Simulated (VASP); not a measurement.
MgSi:

```
Si Mg
1.0
     2.90839    0.00000    0.00000
     0.00000    2.90839    0.00000
     0.00000    0.00000    4.10343
Si Mg
1 1
Cartesian
  1.4542 1.4542 2.0517
  0.0000 0.0000 0.0000
```

The cell comes from a database or a generator and needn't be the stable form of this composition.

```yaml
Program: VASP 6.6.1
Task: relaxation of cell and atoms
Functional: BLYP
Potentials_or_basis: VASP PAW PBE potentials, release 64 (Si, Mg)
Cutoff: 600 eV
k_mesh: 7 × 7 × 6
Occupations: fermi-dirac, width 0.05 eV
Spin: no spin polarisation
```

At the start: pressure 2.8 GPa; volume 17.35 Å³/atom.

Question: Where does the relaxation end?

Answer: Over 5 steps the energy falls by 7.5 meV/atom and the volume is 18.24 Å³/atom (+5.1 %); space group P4/mmm (No. 123, to 0.05 Å).

Step by step:
| step | energy change (eV) | largest force (eV/Å) | pressure (GPa) | volume (Å³) |
| --- | --- | --- | --- | --- |
| 1 | 0.0000 | 0.0000 | 2.77 | 34.71 |
| 2 | -0.0143 | 0.0000 | 0.28 | 36.24 |
| 3 | -0.0145 | 0.0000 | -0.03 | 36.45 |
| 4 | -0.0149 | 0.0000 | 0.00 | 36.47 |
| 5 | -0.0150 | 0.0000 | 0.04 | 36.49 |

Final structure:
```
Si Mg
1.0
     2.96809    0.00000    0.00000
     0.00000    2.96809    0.00000
     0.00000    0.00000    4.14193
Si Mg
1 1
Direct
  0.50000 0.50000 0.50000
  0.00000 0.00000 0.00000
```

Caveat: the PAW data sets were made with another functional, which shifts forces and pressure a little.
